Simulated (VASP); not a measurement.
TePt: single point with PBEsol+U

Crystal: TePt.

```
Pt Te
1.0
     0.00000    3.24504    3.24504
     3.24504    0.00000    3.24504
     3.24504    3.24504    0.00000
Pt Te
1 1
Direct
  0.00000 0.00000 0.00000
  0.25000 0.25000 0.25000
```

Measurements of this composition are mostly on another form, of space group No. 166.

```
Program                : VASP 6.6.1
Task                   : single point
Functional             : PBEsol
Potentials or basis    : VASP PAW PBE potentials, release 64 (Pt, Te)
Cutoff                 : 520 eV
k mesh                 : 5 × 5 × 5
Occupations            : gaussian, width 0.05 eV
Spin                   : collinear spin, ferromagnetic start
Starting moments       : [0.5, 0.0] μB
Hubbard terms          : Pt d U = 6 eV
Further INCAR settings : ALGO = Fast; EDIFF = 1e-06
```

```json
{"Pressure": "-14.0 GPa", "Band gap on the k mesh": "none (metal or under the smearing width)", "Net moment": "0.04 μB per cell", "Site moments": "Pt +0.02; Te +0.01 μB", "Valence electrons inside the program's atomic spheres": "Pt 9.47; Te 3.16"}
```

Levels at points of the mesh, in eV from the Fermi level:
Spin up:
```csv
k point,band 3,band 4,band 5,band 6,band 7,band 8,band 9,band 10,band 11,band 12
"(0.00, 0.00, 0.00)",-4.04,-4.04,-2.95,-2.95,1.48,1.72,1.72,1.72,6.10,6.10
```
Spin down:
| k point | band 5 | band 6 | band 7 | band 8 | band 9 | band 10 |
| --- | --- | --- | --- | --- | --- | --- |
| (0.00, 0.00, 0.00) | -2.93 | -2.93 | 1.49 | 1.75 | 1.75 | 1.75 |

Eigenvalues of the final occupation matrices:
```tsv
site	spin	trace	eigenvalues
site 1 d	1	4.39	0.85 0.85 0.85 0.92 0.92
site 1 d	2	4.37	0.85 0.85 0.85 0.92 0.92
```

Run time: 13 s on 1 thread of Intel(R) Xeon(R) 6975P-C (Granite Rapids), on a shared host, peak memory 0.24 GiB.

Caveat: the PAW data sets were made with another functional, which shifts forces and pressure a little; the U is typed as a test and isn't derived for this compound. Spin-orbit coupling is left out, which matters for the levels of Pt, Te.
